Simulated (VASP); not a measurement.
A run of VASP 6.6.1:

File INCAR:

```
SYSTEM = Ge
PREC = Accurate
ENCUT = 520
EDIFF = 1E-6
ISMEAR = 0
SIGMA = 0.028999999999999998
LREAL = .False.
LASPH = .True.
NELM = 80
ALGO = Normal
ISIF = 2
LWAVE = .False.
LCHARG = .False.
GGA = PE
NBANDS = 21
```

The input KPOINTS:

```
regular mesh
0
Gamma
  8 8 8
  0 0 0
```

Contents of POSCAR:

```
Ge
1.0
    0.0000000000      2.8289100000      2.8289100000
    2.8289100000      0.0000000000      2.8289100000
    2.8289100000      2.8289100000      0.0000000000
Ge
2
Direct
    0.7500000000      0.7500000000      0.7500000000
    0.5000000000      0.5000000000      0.5000000000
```

Potentials or basis: VASP PAW PBE potentials, release 64 (Ge_d).

The run is started by

```console
$ cat potpaw_PBE.64/Ge_d/POTCAR > POTCAR
$ mpirun -np 1 vasp_std > vasp.out
```

Hardware: 1 thread of Intel(R) Xeon(R) Platinum 8375C CPU @ 2.90GHz (Ice Lake), with other jobs on the host.

Estimate the wall time of this run.

Wall time 18 s on 1 thread of Intel(R) Xeon(R) Platinum 8375C CPU @ 2.90GHz (Ice Lake) (shared host), peak memory 0.17 GiB. Counts: scf iterations 12, k points 29.
